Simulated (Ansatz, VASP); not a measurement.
One calculation of AlN, two programs

```
Al N
1.0
     1.74427   -2.52919    0.00000
     1.74427    2.52919    0.00000
     0.00000    0.00000    4.18625
Al N
2 2
Direct
  0.98215 0.01785 0.99615
  0.62288 0.37712 0.49615
  0.99134 0.00866 0.49585
  0.61369 0.38631 0.99585
```

Alike in both runs: functional PBEsol; k mesh 9 × 9 × 7; no spin polarisation.

Ansatz relaxed the structure, and its values are those at the end. VASP's run is a single point on that final structure, the one shown.

```csv
,VASP,Ansatz
version,VASP 6.6.1,Ansatz 0.2.0
potentials or method,"VASP PAW PBE potentials, release 64 (Al, N)","scalar-relativistic, plane waves, PAW"
plane-wave cutoff (eV),520,520
occupations,"gaussian, width 0.01 eV",fixed
valence electrons in the cell,16,16
```

Ansatz gave:

```
gap on the k mesh at the Fermi level (eV) : 3.19
least direct gap on the mesh (eV)         : 3.61
pressure (GPa)                            : 10.0
rms of the force components (eV/Å)        : 0.002
```

What did VASP give for the same quantities?

gap on the k mesh at the Fermi level (eV): 3.17; least direct gap on the mesh (eV): 3.62; pressure (GPa): 10.0; rms of the force components (eV/Å): 0.004.

Caveats: the PAW data sets were made with another functional, which shifts forces and pressure a little (VASP); an odd mesh through Γ misses points on the zone boundary, where band edges often lie.
